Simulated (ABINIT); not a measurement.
Crystal: BaTiO3.

```
CELL_PARAMETERS angstrom
2.82737 1.63238 2.31839
-2.82737 1.63238 2.31839
0.00000 -3.26476 2.31839
ATOMIC_POSITIONS crystal
Ba 0.00000 0.00000 0.00000
Ti 0.48450 0.48450 0.48450
O 0.50860 0.01750 0.50860
O 0.01750 0.50860 0.50860
O 0.50860 0.50860 0.01750
```

* Program: ABINIT 10.8.3 (patched build)
* Task: single point
* Functional: PBE
* Potentials or basis: JTH PAW PBE v2.0
* Cutoff: 626 eV
* k mesh: 7 × 7 × 7
* Occupations: fermi-dirac, width 0.05 eV
* Spin: no spin polarisation

On this cell: pressure 6.3 GPa; largest force 0.191 eV/Å; band gap on the k mesh 2.46 eV, indirect (least direct gap 2.79 eV).

The same run follows on a disturbed copy (atoms moved at random, drawn with an rms of 0.05 Å):

```
Ba Ti O
1.0
     2.82737    1.63238    2.31839
    -2.82737    1.63238    2.31839
     0.00000   -3.26476    2.31839
Ba Ti O
1 1 3
Direct
  0.98732 0.99202 0.00712
  0.48312 0.47259 0.48203
  0.51050 0.00929 0.51653
  0.02118 0.52026 0.51359
  0.51078 0.51392 0.01422
```

**Question.** What does the disturbed cell give?

**Answer.** The energy moves by +9.6 meV/atom; pressure 6.6 GPa; largest force 0.583 eV/Å; band gap on the k mesh 2.58 eV, indirect (least direct gap 2.99 eV).

Forces on the atoms (eV/Å):
```
Ba   0.201  0.318  0.024
Ti  -0.299 -0.098  0.491
O   -0.279  0.301  0.064
O    0.146 -0.179 -0.487
O    0.230 -0.343 -0.092
```

Stress tensor (GPa, compression positive):
```
 6.41  0.23 -0.09
 0.23  6.13  0.45
-0.09  0.45  7.17
```

Caveats: this set's barium file shifts pressures by 1.5 GPa and gaps by 0.1 eV against other sets; spin-orbit coupling is left out, which moves the levels of the heavy elements; an odd mesh through Γ misses points on the zone boundary, where band edges often lie; the atomic spheres overlap.
